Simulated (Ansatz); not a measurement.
## Ligand exchange: C4H10O + In(CH3)2F → C3H7FO + In(CH3)3

Gas-phase species: C4H10O (tert-butanol) `CC(C)(C)O`, singlet; In(CH3)2F, singlet; C3H7FO `CC(C)(O)F`, singlet; In(CH3)3 (trimethylindium (TMIn)), singlet. The partners trade CH3 for F: C–CH3 and In–F bonds give way to C–F and In–CH3.

Shapes, held fixed at every level: PBE0-D4/def2-TZVP. Flexible molecules stand in one conformer, not always the lowest. Programs: Ansatz 0.2.0. Electronic energies: no zero-point or thermal term.

| level | kind | ΔE (kJ/mol) | less CCSD(T)/def2-TZVPP |
| --- | --- | --- | --- |
| HF/def2-TZVPP | Hartree–Fock | +98.8 | -2.9 |
| r2SCAN-D4/def2-TZVPP | meta-GGA | +103.9 | +2.2 |
| B3LYP-D4/def2-TZVPP | global hybrid | +106.2 | +4.5 |
| BHLYP-D4/def2-TZVPP | global hybrid | +103.8 | +2.1 |
| wB97X-V/def2-TZVPP | range-separated hybrid | +103.2 | +1.5 |
| MP2/def2-TZVPP | perturbation theory | +108.5 | +6.8 |
| CCSD(T)/def2-TZVPP | coupled cluster or CI | +101.7 | 0.0 |

The highest level, CCSD(T)/def2-TZVPP, gives ΔE = +101.7 kJ/mol; the levels span +98.8 to +108.5. The column of differences is taken from that level and isn't an error. No measured value is set beside it here. For atoms past krypton def2 sets carry core potentials with scalar relativity. Outer-core shells of In are correlated, in sets that cover them unevenly.
